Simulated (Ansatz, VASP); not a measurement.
Pt in VASP and in Ansatz

Contents of INCAR:

```
PREC     = Accurate       # precision mode
ENCUT    = 520            # plane-wave cutoff, eV
EDIFF    = 1E-6           # SCF threshold, eV
ISMEAR   = -1             # smearing method
SIGMA    = 0.1            # smearing width, eV
LREAL    = False          # projectors in reciprocal space
LASPH    = True           # aspherical terms in the spheres
NELM     = 60             # most SCF steps
ALGO     = Normal         # electronic algorithm
ISIF     = 2              # what is computed and relaxed
LWAVE    = False          # write WAVECAR
LCHARG   = False          # write CHGCAR
GGA      = RE             # functional
NBANDS   = 11             # bands
```

File KPOINTS:

```
regular mesh
0
Gamma
  13 13 13
```

File POSCAR:

```
Pt
1.0
    2.7063450953      0.0000000000      0.0000000000
    0.0000000000      2.7063450953      0.0000000000
    0.0000000000      0.0000000000      2.7063450953
Pt
1
Direct
    0.0000000000      0.0000000000      0.0000000000
```

Input for Ansatz:

```yaml
crystal:
  lattice:
    - [2.7063450953, 0.0, 0.0]
    - [0.0, 2.7063450953, 0.0]
    - [0.0, 0.0, 2.7063450953]
  atoms:
    - { symbol: Pt, position: [0.0, 0.0, 0.0] }
hamiltonian:
  xc: revpbe
  pseudopotentials:
    kind: paw
    azcp:
      Pt: "pseudopotentials/Pt.paw.azcp"
basis:
  ecutwfc: 420
  fft_grid_basis: typed
kpoints:
  mp_grid: { grid: [13, 13, 13], shift: [0, 0, 0] }
magnetization:
  spin_polarized: false
scf:
  occupations: { method: fermi_dirac, width: 0.1 }
  lower_state_search: "off"
output:
  stress: true
```

Alike in both runs: task single point; functional revPBE; k mesh 13 × 13 × 13; occupations fermi-dirac, width 0.1 eV; no spin polarisation.

|  | VASP | Ansatz |
| --- | --- | --- |
| version | VASP 6.6.1 | Ansatz 0.2.0 |
| potentials or method | VASP PAW PBE potentials, release 64 (Pt) | plane waves (420 eV) with PAW, scalar-relativistic |
| plane-wave cutoff (eV) | 520 | 420 |
| valence electrons in the cell | 10 | 18 |

Ansatz gave:

* pressure (GPa): -10.7

**Question.** Which values does VASP return?

**Answer.** Pressure (GPa): -11.0.

With one functional, cell and mesh, what is left measures potentials, basis and numerics. The two sets of potentials don't hold the same shells in valence.

Caveats: the PAW data sets were made with another functional, which shifts forces and pressure a little (VASP). Spin-orbit coupling is left out, which matters for the levels of Pt.
